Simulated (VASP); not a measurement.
Sr: single point with LDA

Crystal: Sr.

```
Sr
1.0
     0.00000    4.60460    4.60460
     4.60460    0.00000    4.60460
     4.60460    4.60460    0.00000
Sr
2
Direct
  0.12500 0.12500 0.12500
  0.87500 0.87500 0.87500
```

This isn't the form of Sr at room conditions, which is fcc.

```json
{"Program": "VASP 6.6.1", "Task": "single point", "Functional": "LDA", "Potentials or basis": "VASP PAW LDA potentials, release 64 (Sr_sv)", "Cutoff": "520 eV", "k mesh": "10 × 10 × 10", "Occupations": "fermi-dirac, width 0.1 eV", "Spin": "no spin polarisation", "Dipole correction": "no", "Further INCAR settings": "ALGO = Fast; EDIFF = 1e-06; NBANDS = 17"}
```

```yaml
Pressure: 0.0 GPa
Band_gap_on_the_k_mesh: none (metal or under the smearing width)
```

Levels at points of the mesh, in eV from the Fermi level:
| k point | band 6 | band 7 | band 8 | band 9 | band 10 | band 11 | band 12 | band 13 | band 14 | band 15 |
| --- | --- | --- | --- | --- | --- | --- | --- | --- | --- | --- |
| (0.00, 0.00, 0.00) | -19.31 | -19.31 | -19.31 | -2.79 | 0.70 | 0.70 | 0.70 | 0.83 | 0.83 | 1.47 |
| (0.50, 0.00, 0.00) | -19.31 | -19.30 | -19.30 | -1.82 | -0.69 | 0.64 | 0.69 | 0.69 | 0.89 | 0.89 |
| (0.50, 0.50, 0.00) | -19.36 | -19.29 | -19.29 | -1.01 | -1.01 | 0.13 | 0.13 | 0.93 | 0.93 | 1.48 |

Wall time 95 s on 1 thread of Intel(R) Xeon(R) Platinum 8488C (Sapphire Rapids), with other jobs on the host, peak memory 0.32 GiB.
